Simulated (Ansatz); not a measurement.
# LiNbO3: the cost of one run

Program: Ansatz 0.2.0. Level of theory: DFT PBE, scalar-relativistic, plane waves, PAW. These are calculated values, not measurements.

1 further run of the same task is left out (set aside as unsound or not needed).

## Step 1: The structure to begin with

It takes space group R3c (No. 161, trigonal). The conventional cell has a = 5.190 Å, b = 5.190 Å, c = 14.014 Å, α = 90.00°, β = 90.00°, γ = 120.00°. Li (site symmetry 3) is surrounded by 6 O at 2.08 to 2.27 Å. Nb (site symmetry 3) has 6 O at 1.88 to 2.16 Å as nearest neighbours. Around O (site symmetry 1) lie 2 Nb at 1.88 to 2.16 Å and 2 Li at 2.08 to 2.27 Å.

As a file:

```cif
data_structure
_symmetry_space_group_name_H-M 'P 1'
_symmetry_Int_Tables_number 1
_cell_length_a 5.5498
_cell_length_b 5.5498
_cell_length_c 5.5498
_cell_angle_alpha 55.750
_cell_angle_beta 55.750
_cell_angle_gamma 55.750
_cell_volume 108.95
loop_
_atom_site_label
_atom_site_type_symbol
_atom_site_fract_x
_atom_site_fract_y
_atom_site_fract_z
_atom_site_occupancy
Li1 Li 0.28160 0.28160 0.28160 1
Li2 Li 0.78160 0.78160 0.78160 1
Nb1 Nb 0.00045 0.00045 0.00045 1
Nb2 Nb 0.50045 0.50045 0.50045 1
O1 O 0.11044 0.35817 0.72115 1
O2 O 0.72115 0.11044 0.35817 1
O3 O 0.35817 0.72115 0.11044 1
O4 O 0.22115 0.85817 0.61044 1
O5 O 0.85817 0.61044 0.22115 1
O6 O 0.61044 0.22115 0.85817 1
```

It is the result of an earlier relaxation at this level (volume 10.90 Å³/atom; gap on the mesh: 3.57 eV).

## Step 2: Band edges and mean potential of the bulk

Contents of input.yaml:

```yaml
crystal:
  lattice:
    - [2.5947508558, 1.4980801051, 4.6714924081]
    - [-2.5947508558, 1.4980801051, 4.6714924081]
    - [0.0, -2.9961602101, 4.6714924081]
  atoms:
    - { symbol: Li, position: [0.2816005288, 0.2816005288, 0.2816005288] }
    - { symbol: Li, position: [0.7816005288, 0.7816005288, 0.7816005288] }
    - { symbol: Nb, position: [0.0004548838, 0.0004548838, 0.0004548838] }
    - { symbol: Nb, position: [0.5004548838, 0.5004548838, 0.5004548838] }
    - { symbol: O, position: [0.1104435659, 0.3581703525, 0.7211456689] }
    - { symbol: O, position: [0.7211456689, 0.1104435659, 0.3581703525] }
    - { symbol: O, position: [0.3581703525, 0.7211456689, 0.1104435659] }
    - { symbol: O, position: [0.2211456689, 0.8581703525, 0.6104435659] }
    - { symbol: O, position: [0.8581703525, 0.6104435659, 0.2211456689] }
    - { symbol: O, position: [0.6104435659, 0.2211456689, 0.8581703525] }
basis:
  ecutwfc: 420
kpoints:
  mp_grid: { grid: [6, 6, 6] }
  band_path: { path: [VBM, CBM], npoints: 2 }
hamiltonian:
  xc: pbe
scf:
  occupations: { method: gaussian, width: 0.02 }
output:
  forces: true
  stress: true
  eigenvalues: true
```

Command:

```
> ansatz run input.yaml --threads 2 --pin off --max-ram 5120MiB --backend cpu --events-out ev --progress --plain --runs-dir out
```

**Question.** How long does this run take on 2 threads of Intel Xeon at 2.50GHz (Skylake/Cascade Lake), shared host, and how much memory does it need?

About 86 s, with a peak of 0.45 GiB.
